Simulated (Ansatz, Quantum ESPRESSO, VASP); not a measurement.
## Pb: programs and potentials compared

The starting cell:

```
CELL_PARAMETERS angstrom
0.00000 2.47502 2.47502
2.47502 0.00000 2.47502
2.47502 2.47502 0.00000
ATOMIC_POSITIONS crystal
Pb 0.00000 0.00000 0.00000
```

Alike in all runs: task relaxation of cell and atoms; functional PBEsol; dispersion D3(BJ); k mesh 9 × 9 × 9; occupations fermi-dirac, width 0.05 eV; no spin polarisation; no spin-orbit coupling.

```tsv
program and potentials	plane-wave cutoff (eV)	notes	equilibrium volume (Å³/atom)
Ansatz, Ansatz PAW	420	potentials made for PBE, which Ansatz adapts in part	28.50
VASP, PBE PAW files Pb_d, 600 eV	600	potentials made for PBE	28.50
Ansatz, all-electron LAPW, scalar-relativistic	-	-	28.50
Quantum ESPRESSO, GBRV 1.5 PBEsol	612	-	28.51
```

The equilibrium volume spans 28.50 (Ansatz, Ansatz PAW) to 28.51 Å³/atom (Quantum ESPRESSO, GBRV 1.5 PBEsol), with all-electron results at 28.50. Relaxations stop with a little pressure left, so the last digit of a volume isn't settled.

The functional is the same throughout but for its coding, so the spread measures potentials, basis and numerics; runs on potential files found faulty are left out.
